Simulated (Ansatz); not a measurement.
In under changes of volume

One of the cells (26.144 Å³/atom); the others are scaled copies at fixed shape and fractional positions:

```
In
1.0
    -1.62547    1.62547    2.47370
     1.62547   -1.62547    2.47370
     1.62547    1.62547   -2.47370
In
1
Direct
  0.00000 0.00000 0.00000
```

| Item | Value |
| --- | --- |
| Program | Ansatz 0.2.0 |
| Functional | PBEsol |
| Potentials or basis | all-electron LAPW, scalar-relativistic |
| Cutoff | 194 eV (chosen from the basis error) |
| Basis error allowed | 0.0005 eV/atom |
| k mesh | 11 × 11 × 11 |
| Occupations | fermi-dirac, width 0.05 eV |
| Spin | no spin polarisation |

```tsv
volume (Å³/atom)	energy over the lowest point (meV/atom)	pressure (GPa)
24.575	?	?
25.098	1.16	0.9
25.621	0.00	-0.1
26.144	1.75	-0.9
26.666	6.06	-1.7
27.189	12.62	-2.3
27.712	21.17	-2.9
```

Q: What does the run at 24.575 Å³/atom give?

A: Energy over the lowest point 5.67 meV/atom; pressure 2.0 GPa.

Worked out: A Birch-Murnaghan fit of order 3 (a polynomial in V^(-2/3)) to the other rows has its minimum at 25.56 Å³/atom with B0 = V·E''(V) = 44 GPa and B' = 5.2 at fixed shape and positions, which overstates the stiffness. It gives 5.63 meV/atom at 24.575 Å³/atom, against the run's 5.67, and -dE/dV = 1.9 GPa, against 2.0.

Energies are extrapolated to zero smearing.
